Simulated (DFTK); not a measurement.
## Al: band structure with PBE

Crystal: Al.

```xyz
1
Lattice="0.0000 2.0248 2.0248 2.0248 0.0000 2.0248 2.0248 2.0248 0.0000" Properties=species:S:1:pos:R:3 pbc="T T T"
Al    0.0000    0.0000    0.0000
```

- Program: DFTK 0.8.2
- Task: band structure
- Functional: PBE
- Potentials or basis: in-house norm-conserving set (PBE, scalar relativistic)
- Cutoff: 544 eV
- k mesh: 11 × 11 × 11
- Occupations: fermi-dirac, width 0.05 eV
- Spin: no spin polarisation
- Valence electrons: Al 3
- SCF tolerance on the density: 1e-06

```yaml
Pressure: -0.4 GPa
Band_gap_on_the_k_mesh: none (metal or under the smearing width)
```

Levels at the corners of the path, in eV from the Fermi level:
```tsv
point	band 1	band 2	band 3	band 4	band 5	band 6
Γ	-11.11	12.56	12.56	12.56	14.01	14.01
X	-2.92	-1.61	5.25	5.55	5.55	8.99
W	-0.85	-0.85	0.17	1.05	15.74	15.74
K	-1.89	-1.36	-0.42	6.52	8.16	15.60
Γ	-11.11	12.56	12.56	12.56	14.01	14.01
L	-4.58	-4.39	11.33	11.33	11.42	11.42
U	-1.89	-1.36	-0.42	6.52	8.16	15.60
W	-0.85	-0.85	0.17	1.05	15.74	15.74
L	-4.58	-4.39	11.33	11.33	11.42	11.42
K	-1.89	-1.36	-0.42	6.52	8.16	15.60
U	-1.89	-1.36	-0.42	6.52	8.16	15.60
X	-2.92	-1.61	5.25	5.55	5.55	8.99
```

Run time: 40 s on 1 thread of Intel(R) Xeon(R) Platinum 8259CL CPU @ 2.50GHz (Skylake/Cascade Lake) (shared host), peak memory 1.3 GiB.
